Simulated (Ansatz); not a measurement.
System: zinc-blende AlSb. Method: PBE0 (Ansatz, an electronic-structure program, plane waves, PAW).

Run with plane-wave cutoff 520 eV, 8×8×8 k mesh, scalar-relativistic PAW data made under PBE.

Computed at the level's own relaxed cell.

```
AlSb
1.0
    0.00000     3.08282     3.08282
    3.08282     0.00000     3.08282
    3.08282     3.08282     0.00000
Al Sb
1 1
Direct
  0.00000   0.00000   0.00000
  0.75000   0.75000   0.75000
```

Give the elastic tensor (Voigt notation, GPa, ions relaxed, in the Cartesian axes of the cell as printed).


```
   88.3    41.5    41.5     0.0     0.0     0.0
   41.5    88.3    41.5     0.0     0.0     0.0
   41.5    41.5    88.3     0.0     0.0     0.0
    0.0     0.0     0.0    41.8     0.0     0.0
    0.0     0.0     0.0     0.0    41.8     0.0
    0.0     0.0     0.0     0.0     0.0    41.8
```

Measured, for comparison: elastic constant C11 87.7 GPa, elastic constant C12 43.4 GPa, elastic constant C44 40.8 GPa (temperature not stated, no zero-point or thermal correction; as tabulated in Oses et al. (2018), arXiv:1811.08464). Computed (rounded) less measured: elastic constant C11 +0.7 %, elastic constant C12 -4 %, elastic constant C44 +2 %. A static lattice is as a rule a little smaller and stiffer than an uncorrected measurement, which narrows the difference in the elastic constant C44 and would widen misses of the other sign.

Static lattice: no zero-point or thermal effects.
